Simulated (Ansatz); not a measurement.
SiC, DFT, PBEsol, PAW with Ansatz's default frozen-core files, scalar-relativistic (Ansatz 0.2.0), run on 1 thread of Intel(R) Xeon(R) Platinum 8488C (Sapphire Rapids) on a shared host.

The geometry is COD entry 9008875, unchecked; take it as a test cell. The listed cell was then made from it by scaling, straining or moving an atom.

Command: `ansatz run input.yaml --threads 1 --pin off --max-ram 6144MiB --backend cpu --events-out ev --progress --plain --runs-dir out`

```yaml
crystal:
  lattice:
    - [3.1682781526, 0.0, 0.0]
    - [-1.5841390763, 2.7438093665, 0.0]
    - [0.0, 0.0, 5.048]
  atoms:
    - { symbol: Si, position: [0.3333333333, 0.6666666667, 0.0] }
    - { symbol: Si, position: [0.6666666667, 0.3333333333, 0.5] }
    - { symbol: C, position: [0.3333333333, 0.6666666667, 0.385] }
    - { symbol: C, position: [0.6666666667, 0.3333333333, 0.885] }
kpoints:
  mp_grid: { grid: [15, 15, 8] }
scf:
  occupations: { method: fermi_dirac, width: 0.08 }
hamiltonian:
  xc: pbesol
  pseudopotentials: { kind: paw }
output:
  forces: true
  stress: true
  eigenvalues: true
  efg: { contact_densities: true }
```

(1) How large is the problem that the program sets up?

(2) Estimate the wall time and the peak memory.

(3) And the same cell and mesh by all-electron PAW (datasets made for this crystal), asked for forces, stress, eigenvalues, efg, on the same hardware?

## Answers

(1) 135 irreducible k-points, 857 plane waves at Γ, 12 bands.

(2) 5.5 s of wall time for 6 SCF iterations, with a peak of 0.44 GiB. Times on shared machines scatter by tens of per cent.

(3) 18 s, peak memory 0.72 GiB.
